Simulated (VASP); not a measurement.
Runs of VASP 6.6.1 on Sb. Symmetry: Im-3m, No. 229, cubic system. Conventional cell: a = 3.743 Å, b = 3.743 Å, c = 3.743 Å, α = 90.00°, β = 90.00°, γ = 90.00°. Around Sb (site symmetry m-3m) lie 8 Sb at 3.24 Å. This isn't the form of Sb at room conditions, which is rhombohedral.

| task | level | potentials or basis | spin | cell | k mesh | cutoff (eV) | smearing | grid for exact exchange (PRECFOCK) | exchange at q = 0 | screening parameter | optimiser | other keys | mesh quality | gap on the mesh (eV) | pressure (GPa) |
| --- | --- | --- | --- | --- | --- | --- | --- | --- | --- | --- | --- | --- | --- | --- | --- |
| single point | PBE | VASP PAW PBE potentials, release 64 (Sb) | off | as given | 10 × 10 × 10 | 520 | gaussian 0.1 eV | - | - | - | - | - | not flagged | none | 3.1 |
| optical spectrum | B3LYP+D3 | VASP PAW PBE potentials, release 64 (Sb) | off | cell strained at random at fixed volume | 5 × 5 × 5 | 500 | gaussian 0.05 eV | Fast | default | - | - | - | coarse | none | 0.8 |
| single point | HSE06+TS-HI | VASP PAW PBE potentials, release 64 (Sb) | off | as given | 5 × 5 × 5 | 520 | methfessel-paxton 0.1 eV | Normal | - | 0.2 1/A | - | ISMEAR = 1; SIGMA = 0.1 | coarse | none | (a) |
| relaxation of cell and atoms | BEEF-vdW | VASP PAW PBE potentials, release 64 (Sb) | off | relaxed | 10 × 10 × 10 | 600 | fermi-dirac 0.05 eV | - | - | - | LBFGS | several, not listed | not flagged | none | 0.0 |

Question: Fill in the values left out.

Answer: (a) -3.7.

Caveats: some runs use coarse meshes; the PAW data sets were made with another functional, which shifts forces and pressure a little (some runs); pairwise dispersion overbinds metals, which lowers pressure and volume (some runs); spectra need much finer meshes, so this one isn't converged (some runs); these spectra lack excitons (some runs); the intraband (Drude) part of a metal's response may be missing (some runs).

A k mesh can miss the band edges, and the runs leave out spin-orbit coupling on Sb.

A gap of «none» marks a metal or a gap under the smearing width.
